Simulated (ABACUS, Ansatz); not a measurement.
# LiCl: equilibrium volume by level of theory

**What was measured.** The equilibrium volume of LiCl (Fm-3m) is reported as 16.97 Å³/atom at 298.15 K (a printed reference work). The runs below try to reproduce it.

It takes space group Fm-3m (No. 225, cubic). Conventional cell: a = 5.130 Å, b = 5.130 Å, c = 5.130 Å, α = 90.00°, β = 90.00°, γ = 90.00°. Around Cl (site symmetry m-3m) lie 6 Li at 2.56 Å. Li (site symmetry m-3m) is surrounded by 6 Cl at 2.56 Å.

| rung | level | program and potentials | cutoff (eV) | k mesh | smearing | task | core time | chip | equilibrium volume (Å³/atom) | miss | notes |
| --- | --- | --- | --- | --- | --- | --- | --- | --- | --- | --- | --- |
| GGA + dispersion | PBEsol+D3(BJ) | Ansatz, Ansatz PAW | 420 | 9 × 9 × 9 | fermi-dirac 0.05 | relaxation of cell and atoms | 3.6 s | Arm Neoverse V1 | 15.38 | -9.4 % | potentials made for PBE, which Ansatz adapts in part |
| GGA + dispersion | PBE+D4 | Ansatz, Ansatz PAW | 420 | 9 × 9 × 9 | fermi-dirac 0.05 | relaxation of cell and atoms | 3.7 s | Arm Neoverse V1 | 16.46 | -3.0 % | - |
| GGA | revPBE | Ansatz, Ansatz PAW | 420 | 9 × 9 × 9 | fermi-dirac 0.05 | relaxation of cell and atoms | 3.7 s | Arm Neoverse V1 | 18.04 | +6.3 % | potentials made for PBE, which Ansatz adapts in part |
| GGA + dispersion | BLYP+D3(BJ) | Ansatz, Ansatz PAW | 420 | 9 × 9 × 9 | fermi-dirac 0.05 | relaxation of cell and atoms | 3.7 s | Arm Neoverse V1 | 15.52 | -8.5 % | potentials made for PBE, which Ansatz adapts in part |
| GGA | BLYP | Ansatz, Ansatz PAW | 420 | 9 × 9 × 9 | fermi-dirac 0.05 | relaxation of cell and atoms | 3.8 s | Arm Neoverse V1 | 17.89 | +5.4 % | potentials made for PBE, which Ansatz adapts in part |
| GGA + dispersion | BLYP+D4 | Ansatz, Ansatz PAW | 420 | 9 × 9 × 9 | fermi-dirac 0.05 | relaxation of cell and atoms | 3.9 s | Arm Neoverse V1 | 16.60 | -2.2 % | potentials made for PBE, which Ansatz adapts in part |
| GGA + dispersion | RPBE+D4 | Ansatz, Ansatz PAW | 420 | 9 × 9 × 9 | fermi-dirac 0.05 | relaxation of cell and atoms | 4.4 s | Arm Neoverse V1 | 16.58 | -2.3 % | potentials made for PBE, which Ansatz adapts in part |
| GGA | RPBE | Ansatz, Ansatz PAW | 420 | 9 × 9 × 9 | fermi-dirac 0.05 | relaxation of cell and atoms | 5.8 s | Arm Neoverse N1 | 18.18 | +7.1 % | potentials made for PBE, which Ansatz adapts in part |
| hybrid | PBE0 | Ansatz, Ansatz PAW | 420 | 5 × 5 × 5 | fermi-dirac 0.05 | relaxation of cell and atoms | 26 s | Intel Xeon 6975P-C Granite Rapids | 16.69 | -1.6 % | coarse mesh; potentials made for PBE, which Ansatz adapts in part |
| hybrid | PBEsol0 | Ansatz, Ansatz PAW | 420 | 5 × 5 × 5 | fermi-dirac 0.05 | relaxation of cell and atoms | 35 s | Arm Neoverse V1 | 16.08 | -5.2 % | coarse mesh; potentials made for PBE, which Ansatz adapts in part |
| hybrid | HSEsol | Ansatz, Ansatz PAW | 420 | 5 × 5 × 5 | fermi-dirac 0.05 | relaxation of cell and atoms | 38 s | Arm Neoverse V1 | 16.11 | -5.1 % | coarse mesh; potentials made for PBE, which Ansatz adapts in part |
| Hartree-Fock | HF | Ansatz, Ansatz PAW | 420 | 5 × 5 × 5 | fermi-dirac 0.05 | relaxation of cell and atoms | 42 s | Arm Neoverse V2 | 18.22 | +7.4 % | coarse mesh; potentials made for PBE, which Ansatz adapts in part |
| GGA | PBE | ABACUS, PseudoDojo NC SR 0.4.1 PBE standard, plane waves | 1007 | 9 × 9 × 9 | fermi-dirac 0.05 | equation of state | 2 min | Intel Xeon Platinum 8488C Sapphire Rapids | 17.08 | +0.6 % | - |

Times are single runs on shared hosts and different chips, so they are rough; meshes, cutoffs and the tasks' sizes weigh on the time. All rows: no spin polarisation. Smearing widths are in eV. Meshes differ between rows, which moves values too. Meshes are those of the run's cell of 2 atoms unless a note names another. Relaxations start from the cell shown or near it and stop with a little pressure left. The cell shown, of 16.87 Å³ an atom, is the runs' start and not the measured value. Misses use the values as printed. Runs on faulty files, with rough fits or with known faults for this quantity aren't shown. No row holds spin-orbit coupling.

By rung: GGA + dispersion 15.38 to 16.60; GGA 17.08 to 18.18; hybrid on coarse meshes 16.08 to 16.69; Hartree-Fock on coarse meshes 18.22 (Å³/atom). Measured: 16.97 Å³/atom at 298.15 K (a printed reference work). Closest, coarse meshes and atomic bases left aside, is PBE (+0.6 %). The runs are for a static lattice, while measurements hold temperature and zero-point motion.
